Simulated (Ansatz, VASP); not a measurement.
# Cross-check of Nb between VASP and Ansatz

Aim: how closely do two programs agree when they are given the same cell, functional and k mesh? The structure shown is the start of the Ansatz relaxation below; VASP solves that cell, so the two are compared at the walk's first step.

Main program and level: Ansatz 0.2.0; plane waves, with VASP 6.6.1 beside it; single point at PBE.

## Step 1: The starting structure

The cell holds 3 atoms: 3 Nb. Its edges and angles: a = 3.300 Å, b = 3.300 Å, c = 30.400 Å, α = 90.0°, β = 90.0°, γ = 90.0°. Vacuum lies along c. The height across the vacuum is the one that the program set for its solve, not the one typed.

## Step 2: Ansatz: relaxation, PBE

Ansatz runs on its default PAW (the set named soft_2) files.

The two programs are compared at the cell with which this relaxation starts, whose forces are those of its first step.

File input.yaml:

```yaml
crystal:
  lattice:
    - [3.3, 0.0, 0.0]
    - [0.0, 3.3, 0.0]
    - [0.0, 0.0, 16.3]
  atoms:
    - { symbol: Nb, position: [0.0, 0.0, 0.398773] }
    - { symbol: Nb, position: [0.5, 0.5, 0.5] }
    - { symbol: Nb, position: [0.0, 0.0, 0.601227] }
  periodic: [true, true, false]
kpoints:
  mp_grid: { grid: [6, 6, 1] }
hamiltonian:
  xc: pbe
scf:
  occupations: { method: gaussian, width: 0.1 }
output:
  forces: true
  stress: true
  eigenvalues: true
relax:
  adjacent_minimum: "off"
  f_tol: 0.05
  max_steps: 80
  cell: { stress_2d_tol: 0.02 }
```

Launch:

```bash
$ ansatz run input.yaml --threads 8 --pin off --max-ram 14336MiB --backend cpu --events-out ev --progress --plain --runs-dir out
```

Numbers of over 12 decimals in the logs are rounded to 6 here.

The log of the run:

```text
Warning: crystal.periodic: the lattice vector that does not repeat stood 0.000° off the slab's normal, 16.300 Å along it as the deck builds it. The run solves the slab on a vector along the normal, 30.400 Å long, with every atom where it was (on the deck's vector they left 13.00 Å outside them, and the widest stretch free of ions among them is 1.65 Å). A fractional position that the run reports is one of the run's ce [...]
The last accepted step is kept in <dir> (removed where the run ends without a failure and the disk answers)
crystal.periodic: the lattice vector that does not repeat stood 0.000° off the slab's normal, 16.300 Å along it as the deck builds it. The run solves the slab on a vector along the normal, 30.400 Å long, with every atom where it was (on the deck's vector they left 13.00 Å outside them, and the widest stretch free of ions among them is 1.65 Å). A fractional position that the run reports is one of the run's cell, which [...]
Engine: ansatz 0.2.0, x86_64-unknown-linux-gnu
Pseudopotentials: kind: paw
Pseudopotential: Nb, paw, valence charge 13, recommended cutoff 420 eV (normal), Nb.paw.azcp
Functional definition: PBE
  parameter kappa = 0.804
  parameter beta = 0.066725
  exchange = pbe_x(kappa = kappa, mu = beta*pi^2/3)
  correlation = pbe_c(beta = beta)
Crystal: 3 atoms, lattice volume = 331.056 Å³
Basis set: ecut = 420 eV, 6525 PW (Γ), exchange–correlation on 48×48×432 points (8 copies of the dense FFT grid, shifted against one another)
Bands: 24, of which v1, the nominal top of the filled ones, is band 20 counted from 1 (19 counted from 0)
Symmetry: 16 space group operations
Space group: P4/mmm (ITA 123), of the structure as read, at distance tolerance 6.9e-5 Å
k-points: 10 of 36
Non-local potential: Nb, projectors of the file, l = 0: 3, l = 1: 2, l = 2: 2, l = 3: 1
PAW form: soft (Blöchl's): semilocal exchange-correlation on the pseudo side does not see the compensation charge
PAW one-centre angular grid: Nb, 590 points (default); XC on 64 Gauss nodes
Initial density: superposition of atomic densities (neutral atoms: chi_scale 0, normalization atom), corrected by the library's trained network
Initial wavefunctions: pseudopotential atomic-orbital guess
Functional: x = pbe(κ = 0.804, μ = 0.219515), c = pbe(β = 0.066725)
SCF iter   1: F=—  HF=-13653.443850 eV  |F-HF|=—  |Δ(HF+E_count)|=         —  Δρ=2.64e-3  dr2=9.36e-2  ethr=1.77e-3  ⟨swp⟩=9.4  Hψ=1561  notcnv=0
preconditioner: auto → LDOS  [insulator: Δε(μ)=0.180 eV  Ē_g=2.723 eV  σ=0.100 eV  W_gap=0.66  n_scr=22 (ndim 8)  ℏωp=7.9 eV  f_vac=0.737  D(μ)=2.85/eV (n_scr^D=12)  ε∞_Penn≈9.4  β→1.0]
SCF iter   2: F=—  HF=-13653.451575 eV  |F-HF|=—  |Δ(HF+E_count)|=   7.72e-3  Δρ=2.77e-3  dr2=1.87e-1  ethr=2.40e-4  ⟨swp⟩=3.3  Hψ=587  notcnv=0  defer=2
SCF iter   3: F=—  HF=-13653.435682 eV  |F-HF|=—  |Δ(HF+E_count)|=   1.59e-2  Δρ=4.95e-4  dr2=2.79e-3  ethr=2.40e-4  ⟨swp⟩=2.3  Hψ=362  notcnv=0  defer=2
[...]
SCF 2 converged in 11 iterations: F = -13653.862471 eV  dr2 = 6.15e-10
relax step   2: F+E_penalty+E_count = -13653.86247064 eV  Δ(F+E_penalty+E_count) = -4.265e-1 eV  max|allowed force component| = 2.359e-1 eV/Å  Δτ_max = 0.1955 Å  P = -0.078 N/m  Ω = 324.210 Å³  energy of the carried Pulay correction = +1.964e-4 eV  fix = [c, alpha, beta]  reactions: c +0.000 N/m  (11 SCF iters, dr2 threshold 3.00e-7 eV, accepted)
[...]
relax step   3: F+E_penalty+E_count = -13653.86657930 eV  Δ(F+E_penalty+E_count) = -4.109e-3 eV  max|allowed force component| = 1.075e-1 eV/Å  Δτ_max = 0.0347 Å  P = -0.081 N/m  Ω = 320.623 Å³  energy of the carried Pulay correction = +3.010e-4 eV  fix = [c, alpha, beta]  reactions: c +0.000 N/m  (6 SCF iters, dr2 threshold 3.00e-7 eV, accepted)
[...]
relax step   4: F+E_penalty+E_count = -13653.86775395 eV  Δ(F+E_penalty+E_count) = -1.175e-3 eV  max|allowed force component| = 1.567e-2 eV/Å  Δτ_max = 0.0100 Å  P = +0.017 N/m  Ω = 321.400 Å³  energy of the carried Pulay correction = +2.782e-4 eV  fix = [c, alpha, beta]  reactions: c +0.000 N/m  (6 SCF iters, dr2 threshold 3.00e-7 eV, accepted)
[...]
relax step   5: F+E_penalty+E_count = -13653.86745277 eV  Δ(F+E_penalty+E_count) = +3.012e-4 eV  max|allowed force component| = 1.569e-2 eV/Å  Δτ_max = 0.0000 Å  P = +0.018 N/m  Ω = 321.400 Å³  fix = [c, alpha, beta]  reactions: c +0.000 N/m  stress off target by 1.79e-2 N/m on what of the cell is left free  SCF on the basis re-selected at this cell (its energy is not comparable with the rows above)  (7 SCF iters)
basis re-selected at this cell: Δ(F+E_penalty+E_count) = +3.012e-4 eV, ΔP = +0.001 N/m vs the last step (what re-selecting the basis moved, of the pressure what is left beyond the Pulay correction that the steps carried, after the strain that the cell walked since its last selection, with what the two solves' SCF thresholds leave and, on support functions, any second-order correction that the steps lacked; it is no m [...]
SCF converged after 7 iterations
Free energy (F): -13653.867453 eV
Harris-Foulkes:  -13653.867453 eV  (|F-HF|=1.46e-11)
Internal energy: -13653.858316 eV  (E = F + TS)
E sigma→0 (E₀):  -13653.862884 eV
Entropy (-TS):   -0.009137 eV (-3.046 meV/atom)
Fermi energy:    -3.544346 eV
--- Per-component energies (eV) ---
  E_band       = -1051.082361
  E_kinetic    = 1183.494553
  E_local      = -81810.119567  (includes V_loc(G=0)·N_el)
  E_nonlocal   = 363.300752
  E_hartree    = 40086.175349
  E_xc         = -524.326292
  E_vxc        = -635.711509  (∫ρ·V_xc dr)
  E_paw        = -9221.244859  (= ΣΔE_a)
  E_vpaw       = -324.397481  (= ΣTr[D̂ρ^β])
  E_aug_tail   = 0.000023  (compensation charges beyond the density's cutoff)
  E_ewald      = 36268.861726
  E_smearing   = -0.009137  (= −TS)
  E_closure    = -0.000000  (closes the sum)
  Σ components = -13653.867453   (vs F -13653.867453, Δ=0.00e0)
--- Forces (eV/Å), atoms counted from 1 ---
  atom   1  Nb     0.00000000     0.00000000     0.01568749
  atom   2  Nb     0.00000000     0.00000000     0.00000000
  atom   3  Nb     0.00000000     0.00000000    -0.01568749
  max |Σ_I F_I| component: 3.79e-29 eV/Å
--- 2D stress c σ (N/m, compression-positive) ---
        0.017889      -0.000000       0.000000
       -0.000000       0.017889       0.000000
        0.000000       0.000000       0.000000
  P = ½ c Tr σ = 0.0179 N/m
--- Band table (eV; the first three rows and the last of 10) ---
  k-point 0: bands = [... 16 lower, -5.1258, -3.5523, -3.5243, -3.3739, -3.3177, -3.3177, -2.9008, -2.9008]
  k-point 1: bands = [... 16 lower, -4.8949, -4.3746, -4.2832, -3.8202, -3.2235, -2.8624, -2.3524, -2.2400]
  k-point 2: bands = [... 16 lower, -5.1160, -4.6771, -4.6218, -3.9975, -2.6076, -2.5523, -2.1576, -1.5935]
  k-point 9: bands = [... 16 lower, -5.0554, -4.7680, -4.7680, -2.0186, -2.0186, -1.4924, -1.0685, -0.1684]
--- Relaxed structure (4 steps of the walk, 4 accepted, 1 SCFs on fresh bases) ---
  F+E_penalty+E_count = -13653.86745277 eV   max|allowed force component| = 1.569e-2 eV/Å   (the final SCF, on the basis selected at the relaxed cell)
  cell:  # Å, volume = 321.4001 Å³
    - [3.251519, 0, 0.0]
    - [0, 3.251519, 0.0]
    - [0.0, 0.0, 30.4000004]
  atoms:
    - { symbol: Nb, position: [0, 0, 0.219433] }
    - { symbol: Nb, position: [0.500000, 0.500000, 0.268092] }
    - { symbol: Nb, position: [0, 0, 0.316751] }
```

The column dr2 measures how far the density is from self-consistency, as an energy; F and HF (Harris–Foulkes) agree once it is small.

## Step 3: VASP: single point, PBE, start cell, pair 1

The same cell, functional, mesh and smearing now go to VASP, with its own data sets.

Lines of VASP's logs that name or quote its potential files are left out, and so is its time.

File INCAR:

```
SYSTEM = Nb
PREC = Accurate
ENCUT = 400
EDIFF = 1E-06
NELM = 120
ISMEAR = 0
SIGMA = 0.1
LREAL = .FALSE.
ALGO = Normal
GGA = PE
NBANDS = 25
LASPH = .TRUE.
LORBIT = 11
LWAVE = .FALSE.
LCHARG = .FALSE.
ISIF = 2
LDIPOL = .TRUE.
IDIPOL = 3
DIPOL = 0.5 0.5 0.268
LVHAR = .TRUE.
GGA_COMPAT = .FALSE.
NELMDL = -8
KPAR = 2
```

File POSCAR:

```
Nb
1.0
    3.3000000000      0.0000000000      0.0000000000
    0.0000000000      3.3000000000      0.0000000000
    0.0000000000      0.0000000000     30.4000000000
Nb
3
Direct
    0.0000000000      0.0000000000      0.2138157895
    0.5000000000      0.5000000000      0.2680921053
    0.0000000000      0.0000000000      0.3223684211
```

File KPOINTS:

```
Automatic mesh
0
Gamma
6 6 1
0 0 0
```

The projector-augmented-wave data sets are Nb_sv (PBE family, release 64).

Launch:

```bash
$ mpirun -np 2 vasp_std
```

The log of the run:

```text
[banner, memory and clock lines left out]
running    2 mpi-ranks, on    1 nodes
 distrk:  each k-point on    1 cores,    2 groups
 distr:  one band on    1 cores,    1 groups

 POSCAR found type information on POSCAR Nb
 POSCAR found :  1 types and       3 ions
 LDA part: xc-table for (Slater+PW92), standard interpolation
 POSCAR, INCAR and KPOINTS ok, starting setup
 FFT: planning ... GRIDC
 FFT: planning ... GRID_SOFT
 FFT: planning ... GRID
 WAVECAR not read
 entering main loop
       N       E                     dE             d eps       ncg     rms          rms(c)
DAV:   1     0.215582501918E+03    0.21558E+03   -0.19975E+04   812   0.102E+03
DAV:   2     0.373708955849E+01   -0.21185E+03   -0.20875E+03   658   0.338E+02
DAV:   3    -0.289967775483E+02   -0.32734E+02   -0.32142E+02   912   0.809E+01
DAV:   4    -0.311712250675E+02   -0.21744E+01   -0.21410E+01   732   0.226E+01
DAV:   5    -0.313456662916E+02   -0.17444E+00   -0.17105E+00   879   0.608E+00
DAV:   6    -0.313517326987E+02   -0.60664E-02   -0.60338E-02   792   0.997E-01
DAV:   7    -0.313521281634E+02   -0.39546E-03   -0.39522E-03   840   0.206E-01
DAV:   8    -0.313521557508E+02   -0.27587E-04   -0.27577E-04   856   0.421E-02    0.123E+01
DAV:   9    -0.294377903519E+02    0.19144E+01   -0.50534E+01   787   0.370E+01    0.765E+00
DAV:  10    -0.276446643707E+02    0.17931E+01   -0.18718E+01   787   0.199E+01    0.355E+00
DAV:  11    -0.272278928015E+02    0.41677E+00   -0.28307E+00   805   0.978E+00    0.144E+00
DAV:  12    -0.272214818491E+02    0.64110E-02   -0.18270E-01   743   0.344E+00    0.760E-01
DAV:  13    -0.272226279962E+02   -0.11461E-02   -0.21510E-02   840   0.124E+00    0.157E-01
DAV:  14    -0.272230845706E+02   -0.45657E-03   -0.85523E-03   862   0.525E-01    0.104E-01
[...]
DAV:  21    -0.272263963939E+02   -0.32905E-04   -0.11237E-05   719   0.212E-02    0.339E-03
DAV:  22    -0.272264052089E+02   -0.88150E-05   -0.48162E-07   477   0.458E-03    0.231E-03
DAV:  23    -0.272264187070E+02   -0.13498E-04   -0.19680E-06   489   0.839E-03    0.172E-03
DAV:  24    -0.272264236597E+02   -0.49527E-05   -0.37143E-07   417   0.393E-03    0.113E-03
DAV:  25    -0.272264258177E+02   -0.21579E-05   -0.16801E-07   423   0.323E-03    0.804E-04
DAV:  26    -0.272264293895E+02   -0.35718E-05   -0.16334E-07   383   0.273E-03    0.622E-04
DAV:  27    -0.272264315678E+02   -0.21783E-05   -0.12700E-07   407   0.178E-03    0.509E-04
DAV:  28    -0.272264318126E+02   -0.24479E-06   -0.21992E-08   348   0.139E-03
   1 F= -.27226432E+02 E0= -.27218329E+02  d E =-.162048E-01
```

Parts of OUTCAR (step 3):

```text
ion  position               nearest neighbor table
   1  0.000  0.000  0.214-   2 2.86   2 2.86   2 2.86   2 2.86
   2  0.500  0.500  0.268-   1 2.86   1 2.86   1 2.86   1 2.86   3 2.86   3 2.86   3 2.86   3 2.86

  LATTYP: Found a simple tetragonal cell.
 ALAT       =     3.3000000000
 C/A-ratio  =     9.2121212121

 Subroutine GETGRP returns: Found 16 space group operations
 (whereof  8 operations were pure point group operations)

The static configuration has the point symmetry C_4v.
 The point group associated with its full space group is D_4h.

 Found     10 irreducible k-points:

   k-points           NKPTS =     10   k-points in BZ     NKDIM =     10   number of bands    NBANDS=     25

   dimension x,y,z NGX =    24 NGY =   24 NGZ =  200
   dimension x,y,z NGXF=    48 NGYF=   48 NGZF=  400

   ENCUT  =  400.0 eV  29.40 Ry    5.42 a.u.   5.38  5.38 49.57*2*pi/ulx,y,z

   NELECT =      39.0000    total number of electrons

 k-points in reciprocal lattice and weights: Automatic mesh
   0.00000000  0.00000000  0.00000000       0.028
   0.16666667  0.00000000  0.00000000       0.111
   0.33333333  0.00000000  0.00000000       0.111
   0.50000000  0.00000000  0.00000000       0.056
   0.16666667  0.16666667  0.00000000       0.111
   0.33333333  0.16666667  0.00000000       0.222
   0.50000000  0.16666667  0.00000000       0.111
   0.33333333  0.33333333  0.00000000       0.111
   0.50000000  0.33333333  0.00000000       0.111
   0.50000000  0.50000000  0.00000000       0.028

 dipolmoment           0.000000      0.000000      0.000003 electrons x Angstroem

 average (electrostatic) potential at core
       1 -89.9979       2 -89.2403       3 -89.9979

 E-fermi :  -1.0211

 k-point     1 :       0.0000    0.0000    0.0000
  band No.  band energies     occupation
    ...
     15      -4.2167      2.00000
     16      -4.1292      2.00000
     17      -2.4434      2.00000
     18      -0.9896      0.65619
     19      -0.9849      0.60882
     20      -0.9050      0.10069
     21      -0.9050      0.10069
     22      -0.3734      0.00000
     23      -0.1447      0.00000
     24      -0.1447      0.00000
    ...

 k-point     2 :       0.1667    0.0000    0.0000
  band No.  band energies     occupation
    ...
     16      -3.6873      2.00000
     17      -2.2713      2.00000
     18      -1.5253      2.00000
     19      -1.2163      1.99423
     20      -1.1431      1.91557
     21      -0.9238      0.16870
     22      -0.5245      0.00000
     23       0.1160      0.00000
     24       0.3253      0.00000
     25       0.6468      0.00000

 k-point     3 :       0.3333    0.0000    0.0000
  band No.  band energies     occupation
    ...
     16      -2.6040      2.00000
     17      -1.9293      2.00000
     18      -1.7734      2.00000
     19      -1.7307      2.00000
     20      -1.4433      2.00000
     21      -0.6116      0.00000
     22       0.0011      0.00000
     23       0.1131      0.00000
     24       0.6119      0.00000
     25       0.6791      0.00000

  Total       -5.3034036     -5.3034036     -6.4331469      0.0000000      0.0000000      0.0000000
  in kB      -25.6663315    -25.6663315    -31.1338327      0.0000000      0.0000000      0.0000000
  external PRESSURE =     -27.4888319 kB  Pullay stress =       0.0000000 kB

  energy-cutoff  :      400.00
  volume of cell :      331.06
      direct lattice vectors                 reciprocal lattice vectors
     3.300000000  0.000000000  0.000000000     0.303030303  0.000000000  0.000000000
     0.000000000  3.300000000  0.000000000     0.000000000  0.303030303  0.000000000
     0.000000000  0.000000000 30.400000000     0.000000000  0.000000000  0.032894737

 POSITION                                       TOTAL-FORCE (eV/Angst)
 -----------------------------------------------------------------------------------
      0.00000      0.00000      6.50000         0.000000      0.000000      1.868521
      1.65000      1.65000      8.15000         0.000000     -0.000000      0.000000
      0.00000      0.00000      9.80000        -0.000000      0.000000     -1.868521
 -----------------------------------------------------------------------------------
    total drift:                                0.000000     -0.000000      0.000135

  FREE ENERGIE OF THE ION-ELECTRON SYSTEM (eV)
  ---------------------------------------------------
  free  energy   TOTEN  =       -27.2264318126 eV

  energy  without entropy=      -27.2102269877  energy(sigma->0) =      -27.21832940

 vacuum level on the upper side and lower side of the slab         2.578         2.578

 total charge
# of ion       s       p       d       tot
------------------------------------------
    1        2.204   5.943   2.442  10.590
    2        2.224   5.995   2.490  10.709
    3        2.204   5.943   2.442  10.590
--------------------------------------------------
tot          6.633  17.882   7.374  31.889

[... 3 further parts left out ...]
```

This run has no spin polarisation. Its electron count is odd, so without a moment it is a metal by construction.

## Step 4: Comparison

Known differences besides the potentials themselves: Ansatz cuts the interaction across the vacuum, VASP repeats the sheet with a dipole correction; the cutoff is 420 eV in Ansatz and 400 eV in VASP. Total energies have different zeros and are not compared.

Forces (eV/Å; atoms numbered as in POSCAR):

```
atom        Ansatz x, y, z          VASP x, y, z
 Nb1   0.000, 0.000, 1.859   0.000, 0.000, 1.869
 Nb2   0.000, 0.000, 0.000   0.000, 0.000, 0.000
 Nb3  0.000, 0.000, -1.859  0.000, 0.000, -1.869
```

The forces differ by 4.4 meV/Å r.m.s., which is 0.5 % of the r.m.s. force of 0.881 eV/Å (both taken over all components). With vacuum in the cell, a pressure given here is an average over mostly empty space and none of the material.

## Step 5: Ansatz: relaxation, PBE

The two programs are compared at the cell with which this relaxation starts, whose forces are those of its first step.

The structure compared here is the start of the Ansatz relaxation; VASP solves that cell, so the two are compared at the walk's first step.

File input.yaml:

```yaml
crystal:
  lattice:
    - [3.2699949778, 0.0, 0.0]
    - [0.0, 3.2699949778, 0.0]
    - [0.0, 0.0, 30.4000004]
  atoms:
    - { symbol: Nb, position: [0.0, 0.0, 0.2202723324] }
    - { symbol: Nb, position: [0.5, 0.5, 0.2680921017] }
    - { symbol: Nb, position: [0.0, 0.0, 0.3159118711] }
  periodic: [true, true, false]
kpoints:
  mp_grid: { grid: [12, 12, 1] }
hamiltonian:
  xc: pbe
scf:
  occupations: { method: methfessel_paxton, width: 0.15 }
output:
  forces: true
  stress: true
  eigenvalues: true
  write_density: true
  write_potential: true
  elf: true
  volumetric_format: npy
relax:
  adjacent_minimum: "off"
  f_tol: 0.001
  max_steps: 60
  cell: { stress_2d_tol: 0.002 }
```

Launch:

```bash
$ ansatz run input.yaml --threads 8 --pin off --max-ram 14336MiB --backend cpu --events-out ev --progress --plain --runs-dir out
```

The log of the run:

```text
[...]
Crystal: 3 atoms, lattice volume = 325.063 Å³
Basis set: ecut = 420 eV, 6453 PW (Γ), exchange–correlation on 48×48×432 points (8 copies of the dense FFT grid, shifted against one another)
Bands: 24, of which v1, the nominal top of the filled ones, is band 20 counted from 1 (19 counted from 0)
Symmetry: 16 space group operations
[...]
k-points: 28 of 144
[...]
k-point 27: bands = [... 16 lower, -4.9768, -4.7951, -4.7951, -2.0712, -2.0712, -1.6361, -0.9851, -0.2852]
--- Relaxed structure (3 steps of the walk, 2 accepted, 1 SCFs on fresh bases) ---
[...]
cell:  # Å, volume = 325.0705 Å³
    - [3.270032, 0, 0]
    - [0, 3.270032, 0]
    - [0, 0, 30.4000004]
  atoms:
    - { symbol: Nb, position: [0, 0, 0.220299] }
    - { symbol: Nb, position: [0.5, 0.5, 0.268092] }
    - { symbol: Nb, position: [0, 0, 0.315885] }
[key lines of the parts left out:]
SCF converged after 8 iterations
Free energy (F): -13653.841552 eV
Fermi energy:    -3.626578 eV
P = ½ c Tr σ = -0.0003 N/m
```

(Continued in part 2 of 2.)

[Lines on the potential files, build, host, timing and source positions are cut from VASP's logs without a mark.]

[Logs are printed without paths, hosts, clocks, repeated set-up lines and the standing remarks that a program may print on its own settings, such as how far it seeks lower states.]

[Hosts, paths, dates, database ids (printed as entryN), source tags and the programs' standing remarks are cut or masked in the printed files.]
